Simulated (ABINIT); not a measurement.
Ni: single point with RPBE

Ni:

```
Ni
1.0
    -1.38372    1.38372    1.38372
     1.38372   -1.38372    1.38372
     1.38372    1.38372   -1.38372
Ni
1
Direct
  0.00000 0.00000 0.00000
```

This isn't the form of Ni at room conditions, which is fcc.

* Program: ABINIT 10.8.3 (patched build)
* Task: single point
* Functional: RPBE
* Potentials or basis: JTH PAW PBE v2.0
* Cutoff: 1333 eV
* k mesh: 13 × 13 × 13
* Occupations: fermi-dirac, width 0.05 eV
* Spin: collinear spin, ferromagnetic start
* Starting moments: [1.0] μB

| Property | Result |
| --- | --- |
| Pressure | 14.0 GPa |
| Band gap on the k mesh | none (metal or under the smearing width) |
| Net moment | 0.59 μB per cell |
| Site moments | Ni +0.62 μB |
| Valence electrons inside the program's atomic spheres | Ni 15.86 (radii [0.9601] Å) |

Levels at points of the mesh, in eV from the Fermi level:
Spin up:
| k point | band 6 | band 7 | band 8 | band 9 | band 10 | band 11 | band 12 | band 13 |
| --- | --- | --- | --- | --- | --- | --- | --- | --- |
| (0.00, 0.00, 0.00) | -2.40 | -2.40 | -2.40 | -0.92 | -0.92 | 26.52 | 26.52 | 26.52 |
Spin down:
```tsv
k point	band 7	band 8	band 9	band 10	band 11	band 12
(0.00, 0.00, 0.00)	-1.66	-1.66	-0.39	-0.39	26.39	26.39
```

It took 99 s on 1 thread of Arm Neoverse V1, with other jobs on the host, peak memory 0.17 GiB.

Caveat: the PAW data sets were made with another functional, which shifts forces and pressure a little.
